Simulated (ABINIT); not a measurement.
# AgCl (Fm-3m): G0W0 with ABINIT, start to end

How does a plane-wave GW calculation on AgCl (Fm-3m) run from the first input to the gap?

Calculated with ABINIT 10.8.3; PBE and many-body steps on it, plane waves.

Most raw output is cut from this account.

## 1. The structure

It takes space group Fm-3m (No. 225, cubic). Conventional cell: a = 5.597 Å, b = 5.597 Å, c = 5.597 Å, α = 90.00°, β = 90.00°, γ = 90.00°. Nearest to Ag lie 6 Cl at 2.80 Å. Nearest to Cl lie 6 Ag at 2.80 Å. Farther neighbours and most contacts between anions are not listed.

 The runs that relaxed it are not among those shown.

## 2. Ground state

This step: ABINIT 10.8.3; DFT, PBE, plane waves, norm-conserving pseudopotentials.

The ground-state density comes first.

File run.abi:

```
acell 3*1.0 Angstrom
rprim 
  0.000000000000 2.798500000000 2.798500000000
  2.798500000000 0.000000000000 2.798500000000
  2.798500000000 2.798500000000 -0.000000000000
ntypat 2
znucl 47 17
natom 2
typat 1 2
xred 
  0.000000000000 0.000000000000 0.000000000000
  0.500000000000 0.500000000000 0.500000000000
pp_dirpath "pseudos"
pseudos "Ag.upf, Cl.upf"
ecut 37
ngkpt 6 6 6
nshiftk 1
shiftk 0 0 0
kptopt 1
chksymbreak 0
nband 18
occopt 1
tolvrs 1e-10
nstep 60
prtwf 0
optforces 0
optstress 0
indata_prefix "in"
outdata_prefix "out"
tmpdata_prefix "tmp"
```

Run with:

```
$ OMP_NUM_THREADS=1 mpirun -n 4 abinit run.abi > log
```

The job ended after 13 s (4 MPI ranks of Arm Neoverse V1, shared host; peak memory 0.32 GiB).

Numbers from this step:

```
total energy               : -4665.3464 eV
gap                        : 0.9214 eV
k of the valence top       : 0.5, 0, 0
k of the conduction bottom : 0, 0, 0
least direct gap           : 3.124 eV
```

The gap is indirect, with the least direct gap 2.20 eV higher.

## 3. Bands along the symmetry lines

The cheap functional maps the bands first; the places of the edges decide which points the dearer methods must see.

File run.abi:

```
acell 3*1.0 Angstrom
rprim 
  0.000000000000 2.798500000000 2.798500000000
  2.798500000000 0.000000000000 2.798500000000
  2.798500000000 2.798500000000 -0.000000000000
ntypat 2
znucl 47 17
natom 2
typat 1 2
xred 
  0.000000000000 0.000000000000 0.000000000000
  0.500000000000 0.500000000000 0.500000000000
pp_dirpath "pseudos"
pseudos "Ag.upf, Cl.upf"
ecut 37
iscf -2
irdden 1
kptopt 0
nkpt 50
kpt 
  0.00000000 0.00000000 0.00000000
  0.06250000 0.00000000 0.06250000
  0.12500000 0.00000000 0.12500000
  0.18750000 0.00000000 0.18750000
  0.25000000 0.00000000 0.25000000
  0.31250000 0.00000000 0.31250000
  0.37500000 0.00000000 0.37500000
  0.43750000 0.00000000 0.43750000
  0.50000000 0.00000000 0.50000000
  0.51562500 0.03125000 0.51562500
  0.53125000 0.06250000 0.53125000
  0.54687500 0.09375000 0.54687500
  0.56250000 0.12500000 0.56250000
  0.57812500 0.15625000 0.57812500
  0.59375000 0.18750000 0.59375000
  0.60937500 0.21875000 0.60937500
  0.62500000 0.25000000 0.62500000
  0.37500000 0.37500000 0.75000000
  0.32812500 0.32812500 0.65625000
  0.28125000 0.28125000 0.56250000
  0.23437500 0.23437500 0.46875000
  0.18750000 0.18750000 0.37500000
  0.14062500 0.14062500 0.28125000
  0.09375000 0.09375000 0.18750000
  0.04687500 0.04687500 0.09375000
  0.00000000 0.00000000 0.00000000
  0.06250000 0.06250000 0.06250000
  0.12500000 0.12500000 0.12500000
  0.18750000 0.18750000 0.18750000
  0.25000000 0.25000000 0.25000000
  0.31250000 0.31250000 0.31250000
  0.37500000 0.37500000 0.37500000
  0.43750000 0.43750000 0.43750000
  0.50000000 0.50000000 0.50000000
  0.50000000 0.46875000 0.53125000
  0.50000000 0.43750000 0.56250000
  0.50000000 0.40625000 0.59375000
  0.50000000 0.37500000 0.62500000
  0.50000000 0.34375000 0.65625000
  0.50000000 0.31250000 0.68750000
  0.50000000 0.28125000 0.71875000
  0.50000000 0.25000000 0.75000000
  0.50000000 0.21875000 0.71875000
  0.50000000 0.18750000 0.68750000
  0.50000000 0.15625000 0.65625000
  0.50000000 0.12500000 0.62500000
  0.50000000 0.09375000 0.59375000
  0.50000000 0.06250000 0.56250000
  0.50000000 0.03125000 0.53125000
  0.50000000 0.00000000 0.50000000
istwfk *1
nband 20
nbdbuf 2
tolwfr 1e-08
nstep 40
prtwf 0
prtvol 0
indata_prefix "in"
outdata_prefix "out"
tmpdata_prefix "tmp"
```

Run time: 19 s. Hardware: 4 MPI ranks; peak memory 0.3 GiB; 74 s of CPU time.

Numbers from this step:

| Item | Value |
| --- | --- |
| gap | 0.9214 eV |
| k of the valence top | 0.5, 0.5, 0.5 |
| k of the conduction bottom | 0, 0, 0 |
| least direct gap | 2.906 eV |

The gap is 0.921 eV, as in the run before at this level.

The electronic bands at the labelled points (eV, zero at the top of the highest filled band):

```tsv
point	band 10	band 11	band 12	band 13	band 14	band 15	band 16	band 17
Γ	-2.29	-2.20	-2.20	-2.20	0.92	10.72	10.72	10.72
halfway	-2.21	-1.69	-1.69	-1.28	3.37	7.39	8.77	10.11
X	-2.12	-1.88	-1.88	-1.81	2.42	8.01	8.55	11.39
halfway	-1.90	-1.85	-1.71	-1.69	2.77	7.85	8.41	10.80
U	-1.94	-1.77	-1.59	-0.99	3.61	7.25	8.09	9.71
jump to K	-1.94	-1.77	-1.59	-0.99	3.61	7.25	8.09	9.71
halfway	-2.06	-1.64	-1.64	-0.23	3.72	7.32	8.09	8.76
Γ	-2.29	-2.20	-2.20	-2.20	0.92	10.72	10.72	10.72
halfway	-2.17	-1.92	-0.76	-0.76	2.91	7.80	9.14	9.14
L	-1.99	-1.69	0.00	0.00	4.31	6.39	7.67	7.67
halfway	-1.99	-1.75	-0.95	-0.46	4.92	5.71	8.06	8.48
W	-1.91	-1.89	-1.88	-1.12	4.16	7.87	7.87	7.97
halfway	-1.90	-1.88	-1.86	-1.40	3.11	7.84	8.28	9.66
X	-2.12	-1.88	-1.88	-1.81	2.42	8.01	8.55	11.39
```

## 4. Empty states on the mesh, 4×4×4 mesh, 135 bands

The sums over transitions need many empty states on a uniform mesh; this step solves for them.

File run.abi:

```
acell 3*1.0 Angstrom
rprim 
  0.000000000000 2.798500000000 2.798500000000
  2.798500000000 0.000000000000 2.798500000000
  2.798500000000 2.798500000000 -0.000000000000
ntypat 2
znucl 47 17
natom 2
typat 1 2
xred 
  0.000000000000 0.000000000000 0.000000000000
  0.500000000000 0.500000000000 0.500000000000
pp_dirpath "pseudos"
pseudos "Ag.upf, Cl.upf"
ecut 37
ngkpt 4 4 4
nshiftk 1
shiftk 0 0 0
kptopt 1
chksymbreak 0
irdden 1
istwfk *1
nband 135
prtvol 0
optdriver 6
gwr_task "HDIAGO"
paral_kgb 0
occopt 1
indata_prefix "in"
outdata_prefix "out"
tmpdata_prefix "tmp"
```

Elapsed: 56 s, on 4 MPI ranks; peak memory 2.4 GiB.

This step gave:

| Property | Result |
| --- | --- |
| gap | 0.9214 eV |
| k of the valence top | 0.5, 0, 0 |
| k of the conduction bottom | 0, 0, 0 |
| least direct gap | 3.124 eV |
| k points computed | 8 |
| lowest point of the top converged band, above the valence top | 100.5461 eV |

On this mesh the gap is 0.921 eV.

## 5. Screening, 4×4×4 mesh, 127 bands, screening to 163.3 eV

The RPA dielectric matrix is built and inverted for each q.

This step: RPA screening on PBE, plane waves, norm-conserving pseudopotentials.

run.abi: that of step 4 with these lines changed.

```diff
@@ -20,10 +20,11 @@
 chksymbreak 0
-irdden 1
 istwfk *1
-nband 135
-prtvol 0
-optdriver 6
-gwr_task "HDIAGO"
-paral_kgb 0
 occopt 1
+irdwfk 1
+optdriver 3
+nband 127
+ecuteps 6
+inclvkb 2
+awtr 1
+symchi 1
 indata_prefix "in"
```

It took 37 s on 4 MPI ranks; peak memory 0.96 GiB; 2.5 min of CPU time.

Numbers from this step:

| Item | Value |
| --- | --- |
| ε∞ with local fields, on this mesh, along the program's q direction | 5.175 |
| the same without local fields | 5.628 |
| plasma frequency | 28.60 eV |
| plane waves in the screening matrix | 181 |

Local fields lower ε∞ by 8 %. On a Γ-centred mesh this coarse the value itself is usually too large, while a short band sum pulls it down.

## 6. Self-energy, 4×4×4 mesh, 127 bands, screening to 163.3 eV

The self-energy is evaluated for the states that the input lists, and the levels follow from it, in one-shot runs by the linearised quasiparticle equation.

This step: G0W0 on PBE, plane waves, norm-conserving pseudopotentials.

run.abi: that of step 5 with these lines changed.

```diff
@@ -23,8 +23,17 @@
 irdwfk 1
-optdriver 3
+optdriver 4
 nband 127
+gwcalctyp 0
+ecutsigx 37
+symsigma 1
+nkptgw 2
+kptgw 
+  0.5000000000 0.0000000000 0.0000000000
+  0.0000000000 0.0000000000 0.0000000000
+bdgw 
+  12 15
+  11 17
 ecuteps 6
-inclvkb 2
-awtr 1
-symchi 1
+irdscr 1
+ppmodel 1
 indata_prefix "in"
```

Elapsed: 9.6 s, on 4 MPI ranks; peak memory 0.91 GiB; 38 s of CPU time.

This step gave:

- G0W0 gap on the points computed: 2.163 eV
- starting gap on the mesh: 0.9214 eV
- k of the valence top: 0.5, 0, 0
- k of the conduction bottom: 0, 0, 0
- Z at the valence top: 0.797
- Z at the conduction bottom: 0.83
- least direct G0W0 gap on the computed points: 4.576 eV

The gap on the mesh goes from 0.92 eV to 2.16 eV, a correction of +1.24 eV.

Limits: finite bands, cutoff and mesh; d shell near the gap, gap tends to lie low; no spin-orbit coupling; coarse k mesh. v1 is the top filled band, c1 the lowest empty one. The levels before and after the correction (eV, zero at the valence-band top of each column):

```tsv
	conduction bottom	valence top
Kohn-Sham	0.92	0.00
G0W0	2.16	0.00
```

```tsv
	level	energy (eV)
Kohn-Sham	(0.5 0 0) v2-v1	0.000
Kohn-Sham	(0.5 0 0) c1	4.314
Kohn-Sham	(0.5 0 0) c2	6.391
Kohn-Sham	Γ v3-v1	-2.203
Kohn-Sham	Γ c1	0.921
Kohn-Sham	Γ c2-c4	10.719
G0W0	(0.5 0 0) v2-v1	0.000
G0W0	(0.5 0 0) c1	5.426
G0W0	(0.5 0 0) c2	8.079
G0W0	Γ v3-v1	-2.413
G0W0	Γ c1	2.163
G0W0	Γ c2-c4	12.354
```

## 7. Where the time went

Times are wall times on 4 MPI ranks of Arm Neoverse V1, shared host, good to a factor of about two.

```tsv
step	time	share	memory (GiB)
ground state	13 s	10 %	0.32
bands along the symmetry lines	19 s	14 %	0.3
empty states on the mesh	56 s	42 %	2.4
screening	37 s	28 %	0.96
self-energy	9.6 s	7 %	0.91
```

## 8. What came out

* PBE gap: 0.92 eV, indirect
* G0W0 gap on the mesh: 2.16 eV
* GW settings: 4×4×4 mesh, 127 bands, screening to 163.3 eV, Godby-Needs plasmon pole
* known limits: not at the basis limit; d shell near the gap, gap tends to lie low; no spin-orbit coupling; coarse k mesh

G0W0 moves the gap on the mesh from 0.92 eV to 2.16 eV (+1.24 eV), with Z of 0.80 and 0.83 at the edges. Local fields lower the RPA ε∞ on this mesh from 5.63 to 5.17; a Γ-centred mesh this coarse tends to raise both, most where the direct gap is narrow, while a short band sum lowers them. Only 2 of the mesh's irreducible points were corrected, so a valley elsewhere could overtake. The dearest step here is «empty states on the mesh». Bands and cutoff are finite, so the gap is not at the basis limit. The miss can reach some tenths of an eV and take either sign; the mesh is an error of its own. In the G0W0 run levels were corrected at 2 k points alone, so a gap called «on the mesh» is the least over those, and an edge elsewhere would be missed. The 4×4×4 mesh is coarse for this cell, which bears on the long-range parts of exchange and screening. A d shell, filled or nearly so, lies near the gap. One-shot GW converges very slowly in bands there, not always from below, and on a semilocal start the gap tends to come out low; starts rich in exact exchange can overshoot instead. The many-body steps are scalar-relativistic: spin-orbit coupling is not in them.

[Paths, hosts, dates, memory and timing lines, banners, echoed tables and standing remarks are left out of the program output.]

[Logs are printed without paths, hosts, clocks, repeated set-up lines and the standing remarks that a program may print on its own settings, such as how far it seeks lower states.]

[Runs of the session that timed out or met a known fault of the program may be left out.]

[Hosts, paths, dates, database ids (printed as entryN), source tags and the programs' standing remarks are cut or masked in the printed files.]

[G0W0 gaps are taken among the corrected bands and points alone; a level outside them can change the order at an edge.]

[Where Ansatz stands beside ABINIT at settings called matched, ABINIT's density can come from a denser mesh and the files from another edition; pairs whose starting gaps differed by over 0.03 eV were left out, so agreement reads better than it is.]
